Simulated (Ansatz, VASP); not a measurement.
# One calculation of Sn, two programs

The input INCAR:

```
  PREC = Accurate
  ENCUT = 600
  EDIFF = 1E-6
  ISMEAR = -1
  SIGMA = 0.1
  LREAL = False
  LASPH = True
  NELM = 60
  ALGO = Normal
  ISIF = 3
  LWAVE = False
  LCHARG = False
  GGA = PE
  IBRION = 2
  NSW = 80
  EDIFFG = -0.01
```

File KPOINTS:

```
Automatic mesh
0
Gamma
  7 7 10
```

The input POSCAR:

```
Sn
1.0
    5.4109849790      0.0000000000      0.0000000000
   -2.7054924895      4.6860504513      0.0000000000
    0.0000000000      0.0000000000      3.3169337921
Sn
3
Direct
    0.0000000000      0.0000000000      0.0000000000
    0.3333333333      0.6666666667      0.5000000000
    0.6666666667      0.3333333333      0.5000000000
```

Input for Ansatz:

```yaml
crystal:
  lattice:
    - [5.410984979, 0.0, 0.0]
    - [-2.7054924895, 4.6860504513, 0.0]
    - [0.0, 0.0, 3.3169337921]
  atoms:
    - { symbol: Sn, position: [0.0, 0.0, 0.0] }
    - { symbol: Sn, position: [0.3333333333, 0.6666666667, 0.5] }
    - { symbol: Sn, position: [0.6666666667, 0.3333333333, 0.5] }
hamiltonian:
  xc: pbe
  pseudopotentials:
    kind: paw
    azcp:
      Sn: "pseudopotentials/Sn.paw.azcp"
basis:
  ecutwfc: 420
  fft_grid_basis: typed
kpoints:
  mp_grid: { grid: [7, 7, 10], shift: [0, 0, 0] }
magnetization:
  spin_polarized: false
scf:
  occupations: { method: fermi_dirac, width: 0.1 }
relax:
  max_steps: 60
  f_tol: 0.01
  cell: {}
```

The cell was built by a generator and needn't be a form met in nature.

Alike in both runs: task relaxation of cell and atoms; functional PBE; k mesh 7 × 7 × 10; occupations fermi-dirac, width 0.1 eV; no spin polarisation.

```csv
,VASP,Ansatz
version,VASP 6.6.1,Ansatz 0.2.0
potentials or method,"VASP PAW PBE potentials, release 64 (Sn_d)","plane waves (420 eV) with PAW, scalar-relativistic"
plane-wave cutoff (eV),600,420
valence electrons in the cell,42,42
```

|  | VASP | Ansatz | Ansatz less VASP |
| --- | --- | --- | --- |
| relaxed volume (Å³/atom) | 27.86 | 27.86 | +0.006 |
| relaxed cell length with the largest relative difference (Å) | 3.301 | 3.298 | -0.0023 |
